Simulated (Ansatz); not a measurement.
# Si: the cost of one run

Method: DFT LDA, scalar-relativistic, plane waves, PAW, in Ansatz 0.2.0.

2 further runs of the same task are left out: 1 that didn't finish, 1 set aside as unsound or not needed.

## 1. The structure to begin with

The structure is cubic, space group Fd-3m (No. 227). The conventional cell has a = 5.402 Å, b = 5.402 Å, c = 5.402 Å, α = 90.00°, β = 90.00°, γ = 90.00°. Si (site symmetry -43m) is surrounded by 4 Si at 2.34 Å.

Structure file:

```cif
data_structure
_symmetry_space_group_name_H-M 'P 1'
_symmetry_Int_Tables_number 1
_cell_length_a 3.8198
_cell_length_b 3.8198
_cell_length_c 3.8198
_cell_angle_alpha 60.000
_cell_angle_beta 60.000
_cell_angle_gamma 60.000
_cell_volume 39.41
loop_
_atom_site_label
_atom_site_type_symbol
_atom_site_fract_x
_atom_site_fract_y
_atom_site_fract_z
_atom_site_occupancy
Si1 Si 0.50000 0.50000 0.50000 1
Si2 Si 0.75000 0.75000 0.75000 1
```

It is the result of an earlier relaxation at this level (volume 19.70 Å³/atom; gap on the mesh: 0.44 eV).

## 2. Plan of the line

The energy is mapped over two normal modes frozen in (zone-centre modes of the cell shown).

- amplitude of mode 4 (513 cm⁻¹), largest displacement: 11 values from −0.060 to 0.060 Å
- amplitude of mode 5 (513 cm⁻¹), largest displacement: 11 values from −0.060 to 0.060 Å

Nothing else is relaxed (the cell and all other modes fixed). Energies count from the relaxed high-symmetry cell. Points are written as (first, second).

The modes come from a phonon run on the reference cell, made beforehand.

The patterns, per unit of each coordinate (Å):

```tsv
atom	x1	y1	z1	x2	y2	z2
Si1	1.000	0.000	0.000	0.000	1.000	0.000
Si2	-1.000	0.000	0.000	0.000	-1.000	0.000
```

## 3. Point (−0.060 Å, −0.060 Å)

input.yaml reads:

```yaml
crystal:
  lattice:
    - [0.0, 2.7009735863, 2.7009735863]
    - [2.7009735863, 0.0, 2.7009735863]
    - [2.7009735863, 2.7009735863, 0.0]
  atoms:
    - { symbol: Si, position: [0.5, 0.5, 0.4777857879] }
    - { symbol: Si, position: [0.75, 0.75, 0.7722142121] }
basis:
  ecutwfc: 420
kpoints:
  mp_grid: { grid: [12, 12, 12] }
hamiltonian:
  xc: lda
scf:
  occupations: { method: gaussian, width: 0.05 }
output:
  forces: true
  stress: true
  eigenvalues: true
```

Launch:

```sh
ansatz run input.yaml --threads 1 --pin off --max-ram 2048MiB --backend cpu --events-out ev --progress --plain --runs-dir out
```

**Question.** How long does this run take on 1 thread of Arm Neoverse V2, shared host, and how much memory does it need?

About 7.4 s, with a peak of 0.48 GiB.
